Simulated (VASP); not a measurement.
## Mg3Sb2: relaxation of shape and atoms at fixed volume with PBE

Crystal: Mg3Sb2.

```
CELL_PARAMETERS angstrom
4.53838 0.00000 0.00000
-2.26919 3.93035 0.00000
0.00000 0.00000 7.16170
ATOMIC_POSITIONS crystal
Mg 0.33333 0.66667 0.63246
Mg 0.66667 0.33333 0.36754
Mg 0.00000 0.00000 0.00000
Sb 0.33333 0.66667 0.22557
Sb 0.66667 0.33333 0.77443
```

The cell isn't the ideal one: a relaxed cell with its volume scaled by 0.96.

```
Program                : VASP 6.6.1
Task                   : relaxation of shape and atoms at fixed volume
Functional             : PBE
Potentials or basis    : VASP PAW PBE potentials, release 64 (Mg, Sb)
Cutoff                 : 300 eV
k mesh                 : 5 × 5 × 3
Occupations            : gaussian, width 0.03 eV
Spin                   : no spin polarisation
Further INCAR settings : ALGO = Fast; EDIFF = 1e-07; IBRION = 2; EDIFFG = -0.01; NSW = 40; ISIF = 4
```

* Energy gained by relaxing: 0.3 meV/atom
* Ionic steps: 5
* Pressure after relaxing: 1.9 GPa
* Largest force after relaxing: 0.005 eV/Å
* Band gap on the k mesh: 0.08 eV, indirect (least direct gap 1.17 eV)

Forces in eV/Å, atoms in the order of the input:
```
Mg   0.000  0.000 -0.005
Mg   0.000  0.000  0.005
Mg   0.000  0.000  0.000
Sb   0.000  0.000  0.000
Sb   0.000  0.000  0.000
```

Step by step:
| step | energy change (eV) | largest force (eV/Å) | pressure (GPa) |
| --- | --- | --- | --- |
| 1 | 0.0000 | 0.0960 | 1.99 |
| 2 | -0.0008 | 0.0667 | 1.97 |
| 3 | -0.0015 | 0.0207 | 1.88 |
| 4 | -0.0015 | 0.0104 | 1.90 |
| 5 | -0.0015 | 0.0055 | 1.90 |

Final structure:
```
Mg Sb
1.0
     4.54194    0.00000    0.00000
    -2.27097    3.93344    0.00000
     0.00000    0.00000    7.15048
Mg Sb
3 2
Cartesian
  0.0000 2.6223 4.5206
  2.2710 1.3111 2.6298
  -2.2710 3.9334 7.1505
  0.0000 2.6223 1.5974
  2.2710 1.3111 5.5531
```

Levels at points of the mesh, in eV from the valence-band top:
```csv
k point,band 5,band 6,band 7,band 8,band 9,band 10,band 11,band 12
"(0.00, 0.00, 0.00)",-1.20,-0.46,-0.46,0.00,1.17,1.18,2.98,2.98
```

Wall time 40 s on 1 thread of Intel(R) Xeon(R) Platinum 8488C (Sapphire Rapids) (shared host), peak memory 0.17 GiB.

Caveat: spin-orbit coupling is left out, which moves the levels of the heavy elements; an odd mesh through Γ misses points on the zone boundary, where band edges often lie.
